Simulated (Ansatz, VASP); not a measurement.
## One calculation of LiF, two programs

The input INCAR:

```
ALGO = Normal
EDIFF = 1E-6
EDIFFG = -0.04
ENCUT = 600
GGA = PE
IBRION = 2
ISIF = 3
ISMEAR = 0
LASPH = T
LCHARG = F
LREAL = F
LWAVE = F
NELM = 80
NSW = 90
PREC = Accurate
SIGMA = 0.1
```

File KPOINTS:

```
k-points
0
Gamma
  8 8 4
```

The input POSCAR:

```
LiF
1.0
    2.0240877500     -1.5062707300      0.0000000000
    2.0240877500      1.5062707300      0.0000000000
   -1.5071053100      0.0000000000      4.3302152900
Li F
2 2
Direct
    0.4901093500      0.8223851100      0.6464666700
    0.8223851100      0.4901093500      0.1464666700
    0.1776148900      0.5098906500      0.8535333300
    0.5098906500      0.1776148900      0.3535333300
```

Input for Ansatz:

```yaml
crystal:
  lattice:
    - [2.02408775, -1.50627073, 0.0]
    - [2.02408775, 1.50627073, 0.0]
    - [-1.50710531, 0.0, 4.33021529]
  atoms:
    - { symbol: Li, position: [0.49010935, 0.82238511, 0.64646667] }
    - { symbol: Li, position: [0.82238511, 0.49010935, 0.14646667] }
    - { symbol: F, position: [0.17761489, 0.50989065, 0.85353333] }
    - { symbol: F, position: [0.50989065, 0.17761489, 0.35353333] }
basis:
  ecutwfc: 420
kpoints:
  mp_grid: { grid: [8, 8, 4] }
hamiltonian:
  xc: pbe
scf:
  occupations: { method: gaussian, width: 0.1 }
  lower_state_search: "off"
output:
  forces: true
  stress: true
  eigenvalues: true
relax:
  adjacent_minimum: "off"
  f_tol: 0.04
  max_steps: 70
  cell: { stress_tol: 0.4 }
```

Alike in both runs: task relaxation of cell and atoms; functional PBE; k mesh 8 × 8 × 4; occupations gaussian, width 0.1 eV; no spin polarisation.

|  | VASP | Ansatz |
| --- | --- | --- |
| version | VASP 6.6.1 | Ansatz 0.2.0 |
| potentials or method | VASP PAW PBE potentials, release 64 (Li_sv, F) | scalar-relativistic, plane waves, PAW |
| plane-wave cutoff (eV) | 600 | 420 |
| valence electrons in the cell | 20 | 20 |

|  | VASP | Ansatz | Ansatz less VASP |
| --- | --- | --- | --- |
| gap on the k mesh at the Fermi level, each at its own relaxed structure (eV) | 8.99 | 8.82 | -0.163 |
| relaxed volume (Å³/atom) | 8.20 | 8.41 | +0.212 |
| relaxed cell length with the largest relative difference (Å) | 2.824 | 2.871 | +0.0470 |
| energy change over the relaxation (meV/atom) | -262 | -272 | -10.1 |

Caveats: the cutoff is under 1.25 times the usual one of these potentials, so pressure, stress and relaxed cells hold a basis-set (Pulay) error (VASP); the volume moved by over 15 % at a fixed basis, so the end points are rough (VASP). A k mesh can miss the band edges. Expect the measured gap to be larger: semilocal functionals such as PBE lack the derivative discontinuity.
